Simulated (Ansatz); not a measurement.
La (simple cubic): energy against volume

Method: DFT, PBE, plane waves (420 eV) with PAW, scalar-relativistic (Ansatz 0.2.0).

The cell is scaled uniformly from the relaxed one, with fractional coordinates and shape fixed. Energies are extrapolated to zero smearing, pressures are those at the given smearing. Magnetic state: spin not included.

A Birch-Murnaghan fit gives V₀ = 36.60 Å³/atom, B₀ = 24 GPa, B₀′ = 3.6.

Problem. What are the energy above the minimum and the pressure at 33.876 Å³/atom?

Solution. 17.0 meV/atom and 2.26 GPa as computed.

Problem. What are the energy above the minimum and the pressure at 39.768 Å³/atom?

Solution. 18.0 meV/atom and -1.56 GPa as computed.

Problem. What are the energy above the minimum and the pressure at 41.241 Å³/atom?

Solution. 36.6 meV/atom and -2.15 GPa as computed.
